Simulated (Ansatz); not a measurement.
Free-standing chains of the atoms of InP, named by their start (strip: triangular double chain, ladder: square double chain); atoms and period are relaxed, and energies count from relaxed bulk InP (F-43m, 25.39 Å³/atom, gap on the mesh 0.57 eV).

These are results of DFT PBEsol, scalar-relativistic, plane waves, PAW (Ansatz 0.2.0), not measurements.

Settings: cutoff 420 eV, Γ-centred mesh 1×1×14 on the computed 2-atom cell, Gaussian smearing of 0.05 eV; collinear spin from starting moments 0.5 0.5 μB.

Start (dimerised chain):

```yaml
crystal:
  lattice:
    - [9.00000, 0.00000, 0.00000]
    - [0.00000, 9.30000, 0.00000]
    - [0.00000, 0.00000, 4.58159]
  atoms:
    - { symbol: In, position: [0.50000, 0.50000, 0.00000] }
    - { symbol: P, position: [0.50000, 0.50000, 0.46500] }
```

**Question.** Give the relaxed structure and its energy.

**Answer.** The free energy falls by 188 meV/atom.

| Property | Result |
| --- | --- |
| excess energy (eV per host atom) | 1.593 |
| period (Å) | 4.711 |
| gap on the mesh (eV) | 0 |
| highest filled level or Fermi level under vacuum (eV) | 5.10 |
| size of the moment (μB per cell) | 0.43 |

Relaxed structure:
```xyz
2
Lattice="9.0000 0.0000 0.0000 0.0000 9.3000 0.0000 0.0000 0.0000 4.7108" Properties=species:S:1:pos:R:3 pbc="T T T"
In    4.5000    4.6500   -0.0824
P     4.5000    4.6500    2.2730
```

Each run keeps its start's symmetry and one magnetic start, so lower states can exist.

The run took 2.4 min on 2 threads of Intel(R) Xeon(R) Processor @ 2.50GHz (Skylake/Cascade Lake), with other jobs on the host, peak memory 0.59 GiB.